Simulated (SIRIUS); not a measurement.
# Zr (P6_3/mmc) in SIRIUS: further runs

One crystal, Zr, is run at these levels: LDA, PBEsol; tasks: single point.

Program: SIRIUS 7.10.0. These are calculated values, not measurements. Logs are shortened: lines on timing, memory, paths and dates and some standing lists are left out, and cuts for length are marked. The log counts tension as positive stress, the text compression.

## 1. The crystal as given

Symmetry: P6_3/mmc, No. 194, hexagonal system. The conventional cell has a = 3.232 Å, b = 3.232 Å, c = 5.147 Å, α = 90.00°, β = 90.00°, γ = 120.00°. Around Zr (site symmetry -6m2) lie 12 Zr at 3.18 to 3.23 Å.

## 2. Single point, LDA

Contents of sirius.json:

```json
{
  "control": {
    "processing_unit": "cpu",
    "verbosity": 2,
    "num_bands_to_print": 20,
    "print_forces": true,
    "print_stress": true
  },
  "parameters": {
    "electronic_structure_method": "pseudopotential",
    "xc_functionals": ["XC_LDA_X", "XC_LDA_C_PW"],
    "gk_cutoff": 8.2,
    "pw_cutoff": 16.4,
    "ngridk": [9, 9, 5],
    "shiftk": [0, 0, 0],
    "smearing": "fermi_dirac",
    "smearing_width": 0.0018374661,
    "num_bands": 20,
    "num_mag_dims": 0,
    "num_dft_iter": 100,
    "energy_tol": 1e-08,
    "density_tol": 1e-06
  },
  "iterative_solver": {
    "type": "davidson",
    "min_tolerance": 1e-09,
    "tolerance_scale": [0.1, 0.25]
  },
  "mixer": {
    "type": "anderson",
    "beta": 0.7,
    "max_history": 8
  },
  "settings": {
    "tol_ne": 1e-10,
    "pseudo_grid_cutoff": 6.5
  },
  "unit_cell": {
    "lattice_vectors": [
      [6.10759483479, 0.0, 0.0],
      [-3.053797417395, 5.289332282892, 0.0],
      [0.0, 0.0, 9.726420363449]
    ],
    "atom_coordinate_units": "lattice",
    "atom_types": ["Zr"],
    "atom_files": {
      "Zr": "Zr.json"
    },
    "atoms": {
      "Zr": [
        [0.6666666667, 0.3333333333, 0.75],
        [0.3333333333, 0.6666666667, 0.25]
      ]
    }
  }
}
```

Potentials or basis: PseudoDojo 0.4.1 PBE standard (scalar relativistic).

On the command line:

```
upf_to_json Zr.upf
OMP_NUM_THREADS=1 sirius.scf --input=sirius.json --output=out.json --task=0
```

Log:

```text
[info] SIRIUS version : 7.10.0
[info] number of MPI ranks           : 1
[info] MPI grid                      : 1 1
[info] maximum number of OMP threads : 1
[fft] FFT context for density and potential
[fft] =====================================
[fft]   comm size                             : 1
[fft]   plane wave cutoff                     : 16.4
[fft]   grid size                             : 36 36 54   total : 69984
[fft]   grid limits                           : -17 18   -17 18   -26 27
[fft]   number of G-vectors within the cutoff : 11666
[fft]   local number of G-vectors             : 11666
[fft]   number of G-shells                    : 1232
[fft] FFT context for coarse grid
[fft] =====================================
[fft]   comm size                             : 1
[fft]   plane wave cutoff                     : 16.4
[fft]   grid size                             : 36 36 54   total : 69984
[fft]   grid limits                           : -17 18   -17 18   -26 27
[fft]   number of G-vectors within the cutoff : 11666
[fft]   local number of G-vectors             : 11666
[fft]   number of G-shells                    : 1232
[unit cell] lattice vectors
[unit cell]   a1 :       6.1075948348      0.0000000000      0.0000000000
[unit cell]   a2 :      -3.0537974174      5.2893322829      0.0000000000
[unit cell]   a3 :       0.0000000000      0.0000000000      9.7264203634
[unit cell] reciprocal lattice vectors
[unit cell]   b1 :       1.0287495286      0.5939488173     -0.0000000000
[unit cell]   b2 :       0.0000000000      1.1878976345      0.0000000000
[unit cell]   b3 :       0.0000000000     -0.0000000000      0.6459915439
[unit cell] unit cell volume :       314.21296819 [a.u.^3]
[unit cell] 1/sqrt(omega)    :         0.05641414
[unit cell] MT volume        :         0.00000000 ( 0.00%)
[unit cell] IT volume        :       314.21296819 (100.00%)
[unit cell] number of atom types : 1
[unit cell] type id : 0 symbol : Zr mt_radius :  16.210000 num_atoms : 2
[unit cell] total number of atoms : 2
[unit cell] number of symmetry classes : 1
[unit cell] number of PAW atoms : 0
[unit cell] atom id  type id  class id             position                      vector_field
[unit cell] ------------------------------------------------------------------------------------------
[unit cell]      0        0        0      0.66667   0.33333   0.75000      0.00000   0.00000   0.00000
[unit cell]      1        0        0      0.33333   0.66667   0.25000      0.00000   0.00000   0.00000
[unit cell] atom id         position (Cartesian, a.u.)
[unit cell] ---------------------------------------------
[unit cell]      0       3.053797    1.763111    7.294815
[unit cell]      1      -0.000000    3.526222    2.431605
[unit cell] class id : 0 atom id : 0 1
[unit cell] minimum bond length:     6.007083
[unit cell] total number of pseudo wave-functions: 20
[sym] space group number   : 194
[sym] international symbol : P6_3/mmc
[sym] Hall symbol          : -P 6c 2c
[sym] space group transformation matrix :
[sym]   1.0000  0.0000  0.0000
[sym]   0.0000  1.0000  0.0000
[sym]   0.0000  0.0000  1.0000
[sym] space group origin shift :
[sym]   0.0000  0.0000  0.0000
[sym] number of space group operations  : 24
[sym] number of magnetic group operations : 24
[sym] metric tensor error: 6.2162e-10
[sym] rotation matrix error: 1.9242e-11
[sym] symmetry operations
[... 231 lines left out ...]
[find] bands are converged : true
[find] iterative solver converged : false
[find] +------------------------------+
[find] | SCF iteration   9 out of 100|
[find] +------------------------------+
[diagonalize] iterative solver tolerance (occupied, empty): 2.20397e-09 2.20397e-09
[diagonalize] average number of iterations: 3.02778
[diagonalize] Lowest band energies
[diagonalize] ik:    0   -1.274492   -1.268621   -0.488984   -0.456108   -0.456108   -0.450876   -0.450739   -0.450739    0.303792    0.398711    0.540803    0.540803    0.546553    0.557960    0.566290    0.566290    0.587237    0.587237    0.672848    0.672848
[diagonalize] ik:    1   -1.273968   -1.268407   -0.487574   -0.459202   -0.457118   -0.453937   -0.451495   -0.451150    0.316446    0.410122    0.517537    0.532539    0.552634    0.555034    0.565449    0.576558    0.576920    0.577373    0.680354    0.709239
[diagonalize] ik:    2   -1.272588   -1.267911   -0.483681   -0.467024   -0.461680   -0.459541   -0.453375   -0.452297    0.349934    0.432941    0.488479    0.493322    0.537088    0.556860    0.561185    0.586613    0.593505    0.608708    0.692817    0.773705
[diagonalize] ik:    3   -1.270869   -1.267481   -0.478317   -0.475855   -0.469956   -0.462141   -0.456428   -0.453708    0.389525    0.431814    0.453077    0.492858    0.539316    0.542116    0.547716    0.636910    0.638146    0.653364    0.701100    0.823129
[diagonalize] ik:    4   -1.269545   -1.267394   -0.481550   -0.475117   -0.473510   -0.463774   -0.459716   -0.454665    0.412480    0.420612    0.434008    0.502748    0.529582    0.540160    0.561205    0.682895    0.696244    0.703938    0.704546    0.786139
[diagonalize] ...
[diagonalize] ik:   31   -1.269024   -1.268249   -0.482841   -0.480504   -0.464463   -0.461731   -0.459199   -0.456660    0.408980    0.424024    0.468352    0.488155    0.525470    0.541224    0.574408    0.605340    0.665402    0.696754    0.701297    0.719073
[diagonalize] ik:   32   -1.268542   -1.268019   -0.484784   -0.482629   -0.465225   -0.461951   -0.459620   -0.456971    0.407409    0.421922    0.467337    0.484400    0.525281    0.556948    0.585908    0.615613    0.679345    0.693608    0.723045    0.744171
[diagonalize] ik:   33   -1.269111   -1.268295   -0.480762   -0.478916   -0.465566   -0.464107   -0.458949   -0.456276    0.422467    0.431547    0.479316    0.489525    0.511562    0.514634    0.559654    0.594333    0.664701    0.701611    0.713929    0.718248
[diagonalize] ik:   34   -1.268363   -1.267952   -0.481917   -0.480570   -0.469484   -0.466416   -0.458605   -0.456704    0.428769    0.440771    0.472866    0.491547    0.502068    0.520798    0.574948    0.600342    0.670027    0.693245    0.758644    0.767462
[diagonalize] ik:   35   -1.267968   -1.267968   -0.479698   -0.479698   -0.473262   -0.469499   -0.457439   -0.457439    0.456983    0.457029    0.457029    0.469012    0.511412    0.511412    0.576113    0.599386    0.672208    0.672208    0.794862    0.794862
[find] Charges and magnetic moments
[find] --------------------------------------------------------------------------------
[find] total charge          : 24.000000
[find] Energy
[find] --------------------------------------------------------------------------------
[find] valence_eval_sum               :      -7.10303198
[find] <rho|V^{XC}>                   :     -16.51942961
[find] <rho|E^{XC}>                   :     -19.80132146
[find] <mag|B^{XC}>                   :       0.00000000
[find] <rho|V^{H}>                    :      27.18692490
[find] one-electron contribution      :     -17.77052727 (Ha),     -35.54105453 (Ry)
[find] hartree contribution           :      13.59346245
[find] xc contribution                :     -19.80132146
[find] ewald contribution             :     -77.06869030
[find] PAW contribution               :       0.00000000
[find] smearing (-TS)                 :      -0.00065899
[find] SCF correction                 :      -0.00000891
[find] Total energy                   :    -101.04708548 (Ha),    -202.09417096 (Ry)
[find] Free energy (E-TS)             :    -101.04774447 (Ha),    -202.09548894 (Ry)
[find] band gap (eV)                  :       0.00000000
[find] Efermi                         :       0.51097205
[find] iteration : 9, RMS : 1.208397092256e-07, energy difference : -8.973941589829e-09
[find] Hartree energy of density residual : 9.331722311675e-13
[find] bands are converged : true
[find] iterative solver converged : true
[find] converged after 10 SCF iterations!
[find] Charges and magnetic moments
[find] --------------------------------------------------------------------------------
[find] total charge          : 24.000000
[find] Energy
[find] --------------------------------------------------------------------------------
[find] valence_eval_sum               :      -7.10303198
[find] <rho|V^{XC}>                   :     -16.51942961
[find] <rho|E^{XC}>                   :     -19.80132146
[find] <mag|B^{XC}>                   :       0.00000000
[find] <rho|V^{H}>                    :      27.18692490
[find] one-electron contribution      :     -17.77052727 (Ha),     -35.54105453 (Ry)
[find] hartree contribution           :      13.59346245
[find] xc contribution                :     -19.80132146
[find] ewald contribution             :     -77.06869030
[find] PAW contribution               :       0.00000000
[find] smearing (-TS)                 :      -0.00065899
[find] SCF correction                 :      -0.00000891
[find] Total energy                   :    -101.04708548 (Ha),    -202.09417096 (Ry)
[find] Free energy (E-TS)             :    -101.04774447 (Ha),    -202.09548894 (Ry)
[find] band gap (eV)                  :       0.00000000
[find] Efermi                         :       0.51097205
[ground_state] === stress tensor components [kbar] ===
[ground_state] === stress_kin ===
[ground_state] -17958.401863    0.000000    0.000000
[ground_state]     0.000000-17958.401863    0.000000
[ground_state]     0.000000    0.000000-17870.481476
[ground_state] === stress_har ===
[ground_state] -4131.250881    0.000000    0.000000
[ground_state]     0.000000-4131.250881   -0.000000
[ground_state]     0.000000   -0.000000-4465.598635
[ground_state] === stress_ewald ===
[ground_state] 24313.418578   -0.000000    0.000000
[ground_state]    -0.00000024313.418578    0.000000
[ground_state]     0.000000    0.00000023535.647653
[ground_state] === stress_vloc ===
[ground_state]  6825.541085   -0.000000    0.000000
[ground_state]    -0.000000 6825.541085   -0.000000
[ground_state]     0.000000   -0.000000 7808.280297
[ground_state] === stress_xc ===
[ground_state] -3072.966073    0.000000    0.000000
[ground_state]     0.000000-3072.966073    0.000000
[ground_state]     0.000000    0.000000-3072.966073
[ground_state] === stress_core ===
[ground_state]  7824.013443   -0.000000    0.000000
[ground_state]    -0.000000 7824.013443    0.000000
[ground_state]     0.000000    0.000000 7820.024304
[ground_state] === stress_nonloc ===
[ground_state] -13738.427164    0.000000    0.000000
[ground_state]     0.000000-13738.427164   -0.000000
[ground_state]     0.000000   -0.000000-13702.405348
[ground_state] === stress_us_nl ===
[ground_state] -13738.427164    0.000000    0.000000
[ground_state]     0.000000-13738.427164   -0.000000
[ground_state]     0.000000   -0.000000-13702.405348
[ground_state] === stress_total ===
[ground_state]    61.927126    0.000000    0.000000
[ground_state]     0.000000   61.927126   -0.000000
[ground_state]     0.000000   -0.000000   52.500722
[ground_state] ==== total Forces in Ha/bohr =====
[ground_state] atom:    0, force:       0.0000000      0.0000000     -0.0000000
[ground_state] atom:    1, force:      -0.0000000     -0.0000000      0.0000000
[ground_state] ==== ultrasoft contribution from Qij =====
[ground_state] atom:    0, force:       0.0000000      0.0000000      0.0000000
[ground_state] atom:    1, force:       0.0000000      0.0000000      0.0000000
[ground_state] ==== non-local contribution from Beta-projector =====
[ground_state] atom:    0, force:       0.0000000      0.0000000     -0.0000000
[ground_state] atom:    1, force:      -0.0000000     -0.0000000      0.0000000
[ground_state] ==== contribution from local potential =====
[ground_state] atom:    0, force:       0.0000000      0.0000000     -0.0000000
[ground_state] atom:    1, force:      -0.0000000     -0.0000000      0.0000000
[ground_state] ==== contribution from core density =====
[ground_state] atom:    0, force:       0.0000000     -0.0000000     -0.0000000
[ground_state] atom:    1, force:       0.0000000      0.0000000      0.0000000
[ground_state] ==== Ewald forces from ions =====
[ground_state] atom:    0, force:       0.0000000      0.0000000      0.0000000
[ground_state] atom:    1, force:      -0.0000000     -0.0000000      0.0000000
[~DFT_ground_state] local op. applied: 16101
[~DFT_ground_state] evp. work count: 3221.96
[~DFT_ground_state] number of iterative solver steps: 917
```

Wall time 41 s (1 thread of Arm Neoverse V1, shared host); peak memory 0.35 GiB.

What came out:

```yaml
Free_energy: -2749.6492 eV
Pressure: -5.9 GPa
Band_gap_on_the_k_mesh: none (metal or under the smearing width)
```

Stress tensor (GPa, compression positive):
```
-6.19  0.00  0.00
 0.00 -6.19  0.00
 0.00  0.00 -5.25
```

Caveat: the potentials were made for another functional, which shifts forces and pressure.

## 3. Single point, PBEsol

sirius.json, as its differences from that of step 2:

```diff
@@ -10,3 +10,3 @@
     "electronic_structure_method": "pseudopotential",
-    "xc_functionals": ["XC_LDA_X", "XC_LDA_C_PW"],
+    "xc_functionals": ["XC_GGA_X_PBE_SOL", "XC_GGA_C_PBE_SOL"],
     "gk_cutoff": 8.2,
```

Potentials or basis: PseudoDojo 0.4.1 PBE standard (scalar relativistic).

On the command line:

```
upf_to_json Zr.upf
OMP_NUM_THREADS=1 sirius.scf --input=sirius.json --output=out.json --task=0
```

It took 40 s on 1 thread of Arm Neoverse V1, shared host; peak memory 0.35 GiB.

The run converged. Its results:

```
Free energy            : -2750.2897 eV
Pressure               : -3.2 GPa
Band gap on the k mesh : none (metal or under the smearing width)
```

Stress tensor (GPa, compression positive):
```
-3.45  0.00  0.00
 0.00 -3.45  0.00
 0.00  0.00 -2.56
```

Caveat: the potentials were made for another functional, which shifts forces and pressure.
